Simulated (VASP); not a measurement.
PtSe2 (Sudovikovite):

```xyz
3
Lattice="3.7240 0.0000 0.0000 -1.8620 3.2251 0.0000 0.0000 0.0000 5.0620" Properties=species:S:1:pos:R:3 pbc="T T T"
Pt    0.0603    0.0847    0.0601
Se    1.8620    1.0280    3.7399
Se   -0.0299    2.2195    1.1749
```

The cell isn't the ideal one: atoms moved at random, drawn with an rms of 0.15 Å.

* Program: VASP 6.6.1
* Task: relaxation of the atoms
* Functional: r2SCAN
* Potentials or basis: VASP PAW PBE potentials, release 64 (Pt, Se)
* Cutoff: 520 eV
* k mesh: 8 × 8 × 5
* Occupations: gaussian, width 0.05 eV
* Spin: no spin polarisation

At the start: pressure 7.8 GPa; volume 20.27 Å³/atom.

Task: Where does the relaxation end?

Result: Over 8 steps the energy falls by 100.8 meV/atom; space group P-3m1 (No. 164, to 0.05 Å).

The path:
```
step  energy change (eV)  largest force (eV/Å)  pressure (GPa)
   1              0.0000                2.8231            7.77
   2             -0.2711                0.7921            3.61
   3             -0.2791                0.6246            3.97
   4             -0.2975                0.2239            3.22
   5             -0.2985                0.2395            3.03
   6             -0.3016                0.0921            2.99
   7             -0.3021                0.0607            2.98
   8             -0.3023                0.0157            3.09
```

Final structure:
```yaml
crystal:
  lattice:
    - [3.72400, 0.00000, 0.00000]
    - [-1.86200, 3.22508, 0.00000]
    - [0.00000, 0.00000, 5.06200]
  atoms:
    - { symbol: Pt, position: [0.00824, 0.01115, 0.99420] }
    - { symbol: Se, position: [0.67483, 0.34433, 0.73841] }
    - { symbol: Se, position: [0.34169, 0.67772, 0.25018] }
```

Caveat: the PAW data sets were made with another functional, which shifts forces and pressure a little.
